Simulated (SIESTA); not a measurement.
The system is AlN.

```
CELL_PARAMETERS angstrom
3.11300 0.00000 0.00000
-1.55650 2.69594 0.00000
0.00000 0.00000 4.98100
ATOMIC_POSITIONS crystal
Al 0.66667 0.33333 0.50000
Al 0.33333 0.66667 0.00000
N 0.66667 0.33333 0.88000
N 0.33333 0.66667 0.38000
```

Base run:

* Program: SIESTA 5.4.2
* Functional: PBE
* Potentials or basis: PseudoDojo 0.4 standard (PBE files)
* Basis: DZP (energy shift 0.003 Ry)
* Grid cutoff: 800 Ry
* Energy shift: 0.003 Ry
* k mesh: 10 × 10 × 6
* Occupations: fermi-dirac, width 0.05 eV
* Spin: no spin polarisation

Its results: band gap on the k mesh 4.34 eV, direct; pressure 5.1 GPa; largest force 0.134 eV/Å.

Q: The run is repeated on the same cell with these changes: functional from PBE to LDA; potentials or basis from PseudoDojo 0.4 standard (PBE files) to PseudoDojo 0.4 standard (LDA files). What comes out?

A: Band gap on the k mesh 4.42 eV, direct; pressure -3.8 GPa; largest force 0.118 eV/Å.

Caveats: the basis of atomic orbitals isn't converged, which shifts pressures, moduli and gaps; the basis holds too few empty states to meet the f-sum rule, so the spectrum is short of weight at high energy (some runs).
